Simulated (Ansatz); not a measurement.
# LiBr: how the settings move a single-point run

Aim: see which settings change the result for LiBr, by how much, and at what cost.

The COD entry's cell or inner coordinates are ideal or old and differ from later refinements, so a difference from it is no clean test against experiment.

Method: reference: DFT, PBE, all-electron LAPW, scalar-relativistic, in Ansatz 0.2.0.

## Step 1: The starting structure

It takes space group Immm (No. 71, orthorhombic). The conventional cell has a = 3.852 Å, b = 3.910 Å, c = 5.489 Å, α = 90.00°, β = 90.00°, γ = 90.00°. Li (site symmetry mmm) has 6 Br at 2.74 Å in its first shell of neighbours. Br (site symmetry mmm) has 6 Li at 2.74 Å in its first shell of neighbours.

As a file:

```
Li Br
1.0
    -0.02058    2.74450    2.74450
     2.74450   -0.02058    2.74450
     2.72392    2.72392    0.00000
Li Br
1 1
Cartesian
  0.0000 0.0000 0.0000
  2.7239 2.7239 2.7445
```

## Step 2: The reference run

input.yaml

```yaml
crystal:
  lattice:
    - [-0.02058375, 2.7445, 2.7445]
    - [2.7445, -0.02058375, 2.7445]
    - [2.72391625, 2.72391625, 0.0]
  atoms:
    - { symbol: Li, position: [0.0, 0.0, 0.0] }
    - { symbol: Br, position: [0.5, 0.5, 0.5] }
kpoints:
  mp_grid: { grid: [8, 8, 8] }
scf:
  occupations: { method: fermi_dirac, width: 0.03 }
hamiltonian:
  xc: pbe
  pseudopotentials: { kind: all_electron, lapw: { basis_error: 0.001 } }
output:
  forces: true
  stress: true
  eigenvalues: true
```

Started as:

```console
$ ansatz run input.yaml --threads 1 --pin off --max-ram 2048MiB --backend cpu --events-out ev --progress --plain --runs-dir out
```

## Step 3: Changing settings: mp_grid.grid [3, 3, 3], occupations.method cold, occupations.width 0.05

Edit input.yaml of step 2 so:

```diff
@@ -9,5 +9,5 @@
 kpoints:
-  mp_grid: { grid: [8, 8, 8] }
+  mp_grid: { grid: [3, 3, 3] }
 scf:
-  occupations: { method: fermi_dirac, width: 0.03 }
+  occupations: { method: cold, width: 0.05 }
 hamiltonian:
```

Before running it: what results should come out? Wanted: for each run, ending; energy change; pressure; gap; force.

As calculated:

```tsv
run	ending	energy change	pressure (GPa)	gap (eV)	force (eV/Å)	cycles	time
reference	converged	0	0.3	4.92	0.00	6	8.2 s
1: mp_grid.grid [3, 3, 3], occupations.method cold, occupations.width 0.05	converged	+37.1 meV/atom (σ→0)	1.1	4.90	0.00	6	1.4 s
```

Residual by cycle in the longest SCF loop of each run; runs are numbered as in the table. The quantity is the density residual dr2, in eV.

```tsv
cycle	reference	run 1
1	0.099	0.114
2	0.0103	0.012
3	0.00157	0.00174
4	4.6e-5	5.4e-5
5	8.0e-7	8.2e-7
6	1.8e-9	1.8e-9
```

Changing the k-point mesh and smearing moves the energy by +37.1 meV/atom (σ→0 values), and the pressure goes from 0.3 to 1.1 GPa. More than one kind of setting changed, and this run alone doesn't tell their shares apart. Cost: 1.4 s against 8.2 s.

These are semilocal Kohn-Sham gaps, which aren't the measured quantity. Such gaps usually fall short of the measured ones.
